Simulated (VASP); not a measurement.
# Sb2S3 (Stibnite) (Pnma) in VASP: notebook, part 2 of 3

VASP 6.6.1. Earlier steps stand in the parts before.

## (3) Band structure, TB-mBJ

File POSCAR:

```
Sb2S3                                   
1.0
   11.2851787599      0.0000000000      0.0000000000
    0.0000000000      3.8283747703      0.0000000000
    0.0000000000      0.0000000000     10.9162014254
  Sb              S             
     8    12
Direct
     0.4754810991499777    0.2500000000000000    0.3259465314389620
     0.0245189008500223    0.7500000000000000    0.8259465314389619
     0.9754810991499778    0.2500000000000000    0.1740534685610380
     0.5245189008500222    0.7500000000000000    0.6740534685610381
     0.3472279808842215    0.7500000000000000    0.0322852916765958
     0.1527720191157785    0.2500000000000000    0.5322852916765959
     0.8472279808842215    0.7500000000000000    0.4677147083234042
     0.6527720191157785    0.2500000000000000    0.9677147083234041
     0.2901664857043768    0.2500000000000000    0.1914648244227384
     0.2098335142956232    0.7500000000000000    0.6914648244227384
     0.7901664857043837    0.2500000000000000    0.3085351755772616
     0.7098335142956163    0.7500000000000000    0.8085351755772616
     0.5485501916731121    0.7500000000000000    0.1269400574129219
     0.9514498083268879    0.2500000000000000    0.6269400574129219
     0.0485501916731121    0.7500000000000000    0.3730599425870781
     0.4514498083268879    0.2500000000000000    0.8730599425870781
     0.3740927150424502    0.7500000000000000    0.4424300135971806
     0.1259072849575497    0.2500000000000000    0.9424300135971807
     0.8740927150424432    0.7500000000000000    0.0575699864028194
     0.6259072849575568    0.2500000000000000    0.5575699864028193
```

File INCAR.step1:

```
PREC     = Accurate       # precision mode
ENCUT    = 520            # plane-wave cutoff, eV
EDIFF    = 1E-5           # SCF threshold, eV
ISMEAR   = 0              # smearing method
SIGMA    = 0.03           # smearing width, eV
LREAL    = F              # projectors in reciprocal space
LASPH    = T              # aspherical terms in the spheres
NELM     = 80             # most SCF steps
ALGO     = Normal         # electronic algorithm
ISIF     = 2              # what is computed and relaxed
LWAVE    = T              # write WAVECAR
LCHARG   = F              # write CHGCAR
NBANDS   = 72             # bands
KPAR     = 4            
GGA      = PE             # functional
```

File INCAR.step2:

```
PREC     = Accurate       # precision mode
ENCUT    = 520            # plane-wave cutoff, eV
EDIFF    = 1E-6           # SCF threshold, eV
ISMEAR   = 0              # smearing method
SIGMA    = 0.03           # smearing width, eV
LREAL    = F              # projectors in reciprocal space
LASPH    = T              # aspherical terms in the spheres
NELM     = 80             # most SCF steps
ALGO     = Normal         # electronic algorithm
ISIF     = 2              # what is computed and relaxed
LWAVE    = F              # write WAVECAR
LCHARG   = F              # write CHGCAR
METAGGA  = MBJ            # meta-GGA
NBANDS   = 72             # bands
KPAR     = 4            
ISTART   = 1
```

File KPOINTS:

```
regular mesh
0
Gamma
  4 8 4
```

KPOINTS_OPT is that of step 2.

Potentials or basis: VASP PAW PBE potentials, release 64 (Sb, S).

Started as:

```bash
cat potpaw_PBE.64/Sb/POTCAR potpaw_PBE.64/S/POTCAR > POTCAR
cp INCAR.step1 INCAR
mpirun -np 4 vasp_std > vasp.out
cp INCAR.step2 INCAR
mpirun -np 4 vasp_std > vasp.out
```

Wall time 41 min (4 MPI ranks of Intel Xeon 6975P-C (Granite Rapids), shared host); peak memory 1.7 GiB.

It converged, with:

* Band gap on the k mesh: 1.68 eV, indirect (least direct gap 1.74 eV)
* Band gap along the path: 1.67 eV, indirect (least direct gap 1.73 eV)

Levels at the corners of the path, in eV from the valence-band top:
| point | band 54 | band 55 | band 56 | band 57 | band 58 | band 59 |
| --- | --- | --- | --- | --- | --- | --- |
| Γ | -0.24 | -0.20 | 0.00 | 1.74 | 1.90 | 1.94 |
| X | -0.77 | -0.18 | -0.18 | 2.27 | 2.27 | 2.56 |
| X | -0.77 | -0.18 | -0.18 | 2.27 | 2.27 | 2.56 |
| S | -0.98 | -0.58 | -0.58 | 2.13 | 2.13 | 2.28 |
| S | -0.98 | -0.58 | -0.58 | 2.13 | 2.13 | 2.28 |
| Y | -0.28 | -0.18 | -0.18 | 1.69 | 1.69 | 2.48 |
| Y | -0.28 | -0.18 | -0.18 | 1.69 | 1.69 | 2.48 |
| Γ | -0.24 | -0.20 | 0.00 | 1.74 | 1.90 | 1.94 |
| Γ | -0.24 | -0.20 | 0.00 | 1.74 | 1.90 | 1.94 |
| Z | -0.19 | -0.09 | -0.09 | 1.89 | 1.89 | 2.15 |
| Z | -0.19 | -0.09 | -0.09 | 1.89 | 1.89 | 2.15 |
| U | -0.48 | -0.48 | -0.48 | 2.53 | 2.53 | 2.53 |
| U | -0.48 | -0.48 | -0.48 | 2.53 | 2.53 | 2.53 |
| R | -0.91 | -0.91 | -0.91 | 2.36 | 2.36 | 2.36 |
| R | -0.91 | -0.91 | -0.91 | 2.36 | 2.36 | 2.36 |
| T | -0.47 | -0.36 | -0.36 | 1.74 | 1.74 | 2.48 |
| T | -0.47 | -0.36 | -0.36 | 1.74 | 1.74 | 2.48 |
| Z | -0.19 | -0.09 | -0.09 | 1.89 | 1.89 | 2.15 |
| Y | -0.28 | -0.18 | -0.18 | 1.69 | 1.69 | 2.48 |
| T | -0.47 | -0.36 | -0.36 | 1.74 | 1.74 | 2.48 |
| U | -0.48 | -0.48 | -0.48 | 2.53 | 2.53 | 2.53 |
| X | -0.77 | -0.18 | -0.18 | 2.27 | 2.27 | 2.56 |
| S | -0.98 | -0.58 | -0.58 | 2.13 | 2.13 | 2.28 |
| R | -0.91 | -0.91 | -0.91 | 2.36 | 2.36 | 2.36 |

Caveat: the PAW data sets were made with another functional, which shifts forces and pressure a little; spin-orbit coupling is left out, which moves the levels of the heavy elements.

## (4) Dielectric tensor, PBE

File INCAR:

```
SYSTEM = Sb2S3
PREC = Accurate
ENCUT = 520
EDIFF = 1E-8
ISMEAR = 0
SIGMA = 0.03
LREAL = .FALSE.
LASPH = .TRUE.
NELM = 80
ALGO = Normal
ISIF = 2
LWAVE = .FALSE.
LCHARG = .FALSE.
GGA = PE
LEPSILON = .TRUE.
KPAR = 4
```

File KPOINTS:

```
regular mesh
0
Monkhorst
  4 8 4
  0 0 0
```

POSCAR is that of step 3.

Potentials or basis: VASP PAW PBE potentials, release 64 (Sb, S).

Started as:

```bash
cat potpaw_PBE.64/Sb/POTCAR potpaw_PBE.64/S/POTCAR > POTCAR
mpirun -np 4 vasp_std > vasp.out
```

OUTCAR:

```text
SYSTEM = Sb2S3
   PREC = Accurate
   ENCUT = 520
   EDIFF = 1E-8
   ISMEAR = 0
   LREAL = .FALSE.
   LASPH = .TRUE.
   NELM = 80
   ISIF = 2
   GGA = PE
   LEPSILON = .TRUE.

 ion  position               nearest neighbor table
   1  0.475  0.250  0.326-   9 2.56  17 2.57  17 2.57  13 3.01  13 3.01  20 3.05
   2  0.025  0.750  0.826-  10 2.56  18 2.57  18 2.57  14 3.01  14 3.01  19 3.05
   3  0.975  0.250  0.174-  11 2.56  19 2.57  19 2.57  15 3.01  15 3.01  18 3.05
   4  0.525  0.750  0.674-  12 2.56  20 2.57  20 2.57  16 3.01  16 3.01  17 3.05
   5  0.347  0.750  0.032-  13 2.50   9 2.66   9 2.66  16 2.84  16 2.84
   6  0.153  0.250  0.532-  14 2.50  10 2.66  10 2.66  15 2.84  15 2.84
   7  0.847  0.750  0.468-  15 2.50  11 2.66  11 2.66  14 2.84  14 2.84
   8  0.653  0.250  0.968-  16 2.50  12 2.66  12 2.66  13 2.84  13 2.84
   9  0.290  0.250  0.191-   1 2.56   5 2.66   5 2.66
  10  0.210  0.750  0.691-   2 2.56   6 2.66   6 2.66
  11  0.790  0.250  0.309-   3 2.56   7 2.66   7 2.66
  12  0.710  0.750  0.809-   4 2.56   8 2.66   8 2.66
  13  0.549  0.750  0.127-   5 2.50   8 2.84   8 2.84   1 3.01   1 3.01
  14  0.951  0.250  0.627-   6 2.50   7 2.84   7 2.84   2 3.01   2 3.01
  15  0.049  0.750  0.373-   7 2.50   6 2.84   6 2.84   3 3.01   3 3.01
[... 1452 lines left out ...]
  x     0.00000     0.00000     0.00000     0.00000     0.00000     0.00000
  y     0.00000     0.00000     0.00000     0.00000     0.00000     0.00000
  z     0.00000     0.00000     0.00000     0.00000     0.00000     0.00000

 BORN EFFECTIVE CHARGES (including local field effects) (in |e|, cummulative output)
 ---------------------------------------------------------------------------------
 ion    1
    1     2.39635     0.00000    -0.00199
    2     0.00000     5.55561     0.00000
    3     1.49433     0.00000     6.91145
 ion    2
    1     2.39635     0.00000     0.00199
    2     0.00000     5.55561     0.00000
    3    -1.49433     0.00000     6.91145
 ion    3
    1     2.39635     0.00000     0.00199
    2     0.00000     5.55561     0.00000
    3    -1.49433    -0.00000     6.91145
 ion    4
    1     2.39635     0.00000    -0.00199
    2     0.00000     5.55561     0.00000
    3     1.49433    -0.00000     6.91145
 ion    5
[... 48 lines left out ...]
    1    -1.67776     0.00000     0.41863
    2     0.00000    -4.72963     0.00000
    3     0.38608    -0.00000    -4.05874
 ion   18
    1    -1.67776     0.00000    -0.41863
    2     0.00000    -4.72963     0.00000
    3    -0.38608    -0.00000    -4.05874
 ion   19
    1    -1.67776     0.00000    -0.41863
    2     0.00000    -4.72963     0.00000
    3    -0.38608    -0.00000    -4.05874
 ion   20
    1    -1.67776     0.00000     0.41863
    2     0.00000    -4.72963     0.00000
    3     0.38608    -0.00000    -4.05874
```

stdout:

```text
POSCAR found type information on POSCAR SbS
 POSCAR found :  2 types and      20 ions
 scaLAPACK will be used
 -----------------------------------------------------------------------------
|                                                                             |
|                                                                             |
|     You have a (more or less) 'large supercell' and for larger cells it     |
[... 31 lines left out ...]
  Direction:   1
 dielectric tensor                  component  1 :    10.423    -0.020    -0.217
 Linear response to external field, progress :
  Direction:   2
 dielectric tensor                  component  2 :    -0.002    17.080     0.172
 Linear response to external field, progress :
  Direction:   3
 dielectric tensor                  component  3 :    -0.230     0.169    15.736
 Born effective charges drift removed
```

It took 30 min on 4 MPI ranks of Intel Xeon 6975P-C (Granite Rapids), shared host; peak memory 1.5 GiB.

What came out:

- Electronic dielectric tensor (diagonal): 10.42, 17.08, 15.74
- Born charges (mean of the diagonal): Sb +4.95, +4.82; S -2.94, -3.35, -3.49 e

Electronic dielectric tensor:
```
10.42  0.00  0.00
 0.00 17.08  0.00
 0.00  0.00 15.74
```

Born effective charge tensors (e):
atom 1, Sb
```
2.40 0.00 0.00
0.00 5.56 0.00
1.49 0.00 6.91
```
atom 2, Sb
```
 2.40  0.00  0.00
 0.00  5.56  0.00
-1.49  0.00  6.91
```
atom 3, Sb
```
 2.40  0.00  0.00
 0.00  5.56  0.00
-1.49  0.00  6.91
```
atom 4, Sb
```
2.40 0.00 0.00
0.00 5.56 0.00
1.49 0.00 6.91
```
atom 5, Sb
```
 3.20  0.00 -0.24
 0.00  7.01  0.00
-0.16  0.00  4.25
```
atom 6, Sb
```
3.20 0.00 0.24
0.00 7.01 0.00
0.16 0.00 4.25
```
atom 7, Sb
```
3.20 0.00 0.24
0.00 7.01 0.00
0.16 0.00 4.25
```
atom 8, Sb
```
 3.20  0.00 -0.24
 0.00  7.01  0.00
-0.16  0.00  4.25
```
atom 9, S
```
-1.68  0.00 -0.09
 0.00 -3.82  0.00
-1.31  0.00 -3.32
```
atom 10, S
```
-1.68  0.00  0.09
 0.00 -3.82  0.00
 1.31  0.00 -3.32
```
atom 11, S
```
-1.68  0.00  0.09
 0.00 -3.82  0.00
 1.31  0.00 -3.32
```
atom 12, S
```
-1.68  0.00 -0.09
 0.00 -3.82  0.00
-1.31  0.00 -3.32
```
atom 13, S
```
-2.25  0.00  0.95
 0.00 -4.01  0.00
 0.80  0.00 -3.79
```
atom 14, S
```
-2.25  0.00 -0.95
 0.00 -4.01  0.00
-0.80  0.00 -3.79
```
atom 15, S
```
-2.25  0.00 -0.95
 0.00 -4.01  0.00
-0.80  0.00 -3.79
```
atom 16, S
```
-2.25  0.00  0.95
 0.00 -4.01  0.00
 0.80  0.00 -3.79
```
atom 17, S
```
-1.68  0.00  0.42
 0.00 -4.73  0.00
 0.39  0.00 -4.06
```
atom 18, S
```
-1.68  0.00 -0.42
 0.00 -4.73  0.00
-0.39  0.00 -4.06
```
atom 19, S
```
-1.68  0.00 -0.42
 0.00 -4.73  0.00
-0.39  0.00 -4.06
```
atom 20, S
```
-1.68  0.00  0.42
 0.00 -4.73  0.00
 0.39  0.00 -4.06
```

## (5) Band structure, PBE

File INCAR:

```
PREC = Accurate
ENCUT = 520
EDIFF = 1E-6
ISMEAR = 0
SIGMA = 0.03
LREAL = False
LASPH = True
NELM = 80
ALGO = Fast
ISIF = 2
LWAVE = False
LCHARG = False
GGA = PE
KPAR = 4
```

File KPOINTS:

```
Automatic mesh
0
Gamma
  4 8 4
```

File POSCAR:

```
Sb2S3                                   
1.0
   11.2851787811      0.0000000000      0.0000000000
    0.0000000000      3.8283747693      0.0000000000
    0.0000000000      0.0000000000     10.9162014195
  Sb              S             
     8    12
Direct
     0.4754810993204329    0.2500000000000000    0.3259465315423697
     0.0245189006795671    0.7500000000000000    0.8259465315423696
     0.9754810993204328    0.2500000000000000    0.1740534684576303
     0.5245189006795672    0.7500000000000000    0.6740534684576304
     0.3472279805603751    0.7500000000000000    0.0322852916109325
     0.1527720194396249    0.2500000000000000    0.5322852916109325
     0.8472279805603752    0.7500000000000000    0.4677147083890675
     0.6527720194396248    0.2500000000000000    0.9677147083890675
     0.2901664856155701    0.2500000000000000    0.1914648244036384
     0.2098335143844300    0.7500000000000000    0.6914648244036384
     0.7901664856155700    0.2500000000000000    0.3085351755963616
     0.7098335143844300    0.7500000000000000    0.8085351755963616
     0.5485501914097216    0.7500000000000000    0.1269400576633445
     0.9514498085902784    0.2500000000000000    0.6269400576633445
     0.0485501914097216    0.7500000000000000    0.3730599423366555
     0.4514498085902784    0.2500000000000000    0.8730599423366555
     0.3740927151703907    0.7500000000000000    0.4424300136743964
     0.1259072848296093    0.2500000000000000    0.9424300136743966
     0.8740927151703907    0.7500000000000000    0.0575699863256035
     0.6259072848296093    0.2500000000000000    0.5575699863256034
```

File KPOINTS_OPT:

```
explicit points
258
Reciprocal
 0.0000000000  0.0000000000  0.0000000000 1
 0.0000000000  0.0357142857  0.0000000000 1
 0.0000000000  0.0714285714  0.0000000000 1
 0.0000000000  0.1071428571  0.0000000000 1
 0.0000000000  0.1428571429  0.0000000000 1
 0.0000000000  0.1785714286  0.0000000000 1
[... 250 lines left out ...]
 0.0000000000  0.5000000000  0.0625168600 1
 0.0000000000  0.5000000000 -0.0625168600 1
```

Started as:

```bash
cat potpaw_PBE.64/Sb/POTCAR potpaw_PBE.64/S/POTCAR > POTCAR
mpirun -np 4 vasp_std > vasp.out
```

Run time: 39 min. Hardware: 4 MPI ranks of AMD EPYC 7R43 (Zen 3), shared host; peak memory 1.6 GiB.

It converged, with:

```
Free energy             : -87.4117 eV
Pressure                : 2.9 GPa
Largest force           : 0.093 eV/Å
Band gap on the k mesh  : 1.24 eV, indirect (least direct gap 1.27 eV)
Band gap along the path : 1.24 eV, indirect (least direct gap 1.26 eV)
```

Forces in eV/Å, atoms in the order of the input:
```
Sb   0.060  0.000  0.019
Sb  -0.060  0.000  0.019
Sb   0.060  0.000 -0.019
Sb  -0.060  0.000 -0.019
Sb  -0.060  0.000 -0.030
Sb   0.060  0.000 -0.030
Sb  -0.060  0.000  0.030
Sb   0.060  0.000  0.030
S   -0.079  0.000  0.049
S    0.079  0.000  0.049
S   -0.079  0.000 -0.049
S    0.079  0.000 -0.049
S    0.058  0.000  0.040
S   -0.058  0.000  0.040
S    0.058  0.000 -0.040
S   -0.058  0.000 -0.040
S   -0.011  0.000  0.014
S    0.011  0.000  0.014
S   -0.011  0.000 -0.014
S    0.011  0.000 -0.014
```

Stress tensor (GPa, compression positive):
```
2.81 0.00 0.00
0.00 3.01 0.00
0.00 0.00 3.02
```

Levels at the corners of the path, in eV from the valence-band top:
```
point  band 52  band 53  band 54  band 55  band 56  band 57  band 58  band 59  band 60  band 61
    Γ    -0.40    -0.29    -0.22    -0.18     0.00     1.29     1.53     1.56     1.87     2.12
    X    -1.14    -0.69    -0.69    -0.13    -0.13     1.94     1.94     2.21     2.21     2.33
    X    -1.14    -0.69    -0.69    -0.13    -0.13     1.94     1.94     2.21     2.21     2.33
    S    -1.26    -0.85    -0.85    -0.53    -0.53     1.76     1.76     1.94     1.94     3.00
    S    -1.26    -0.85    -0.85    -0.53    -0.53     1.76     1.76     1.94     1.94     3.00
    Y    -0.67    -0.21    -0.21    -0.15    -0.15     1.26     1.26     2.07     2.07     2.26
    Y    -0.67    -0.21    -0.21    -0.15    -0.15     1.26     1.26     2.07     2.07     2.26
    Γ    -0.40    -0.29    -0.22    -0.18     0.00     1.29     1.53     1.56     1.87     2.12
    Γ    -0.40    -0.29    -0.22    -0.18     0.00     1.29     1.53     1.56     1.87     2.12
    Z    -0.65    -0.19    -0.19    -0.05    -0.05     1.49     1.49     1.76     1.76     2.02
    Z    -0.65    -0.19    -0.19    -0.05    -0.05     1.49     1.49     1.76     1.76     2.02
    U    -1.35    -0.42    -0.42    -0.42    -0.42     2.18     2.18     2.18     2.18     2.55
    U    -1.35    -0.42    -0.42    -0.42    -0.42     2.18     2.18     2.18     2.18     2.55
    R    -1.18    -0.86    -0.86    -0.86    -0.86     1.99     1.99     1.99     1.99     2.60
    R    -1.18    -0.86    -0.86    -0.86    -0.86     1.99     1.99     1.99     1.99     2.60
    T    -0.67    -0.38    -0.38    -0.33    -0.33     1.33     1.33     2.07     2.07     2.18
    T    -0.67    -0.38    -0.38    -0.33    -0.33     1.33     1.33     2.07     2.07     2.18
    Z    -0.65    -0.19    -0.19    -0.05    -0.05     1.49     1.49     1.76     1.76     2.02
    Y    -0.67    -0.21    -0.21    -0.15    -0.15     1.26     1.26     2.07     2.07     2.26
    T    -0.67    -0.38    -0.38    -0.33    -0.33     1.33     1.33     2.07     2.07     2.18
    U    -1.35    -0.42    -0.42    -0.42    -0.42     2.18     2.18     2.18     2.18     2.55
    X    -1.14    -0.69    -0.69    -0.13    -0.13     1.94     1.94     2.21     2.21     2.33
    S    -1.26    -0.85    -0.85    -0.53    -0.53     1.76     1.76     1.94     1.94     3.00
    R    -1.18    -0.86    -0.86    -0.86    -0.86     1.99     1.99     1.99     1.99     2.60
```

Caveat: spin-orbit coupling is left out, which moves the levels of the heavy elements.

(Part 2 of 3 ends here.)
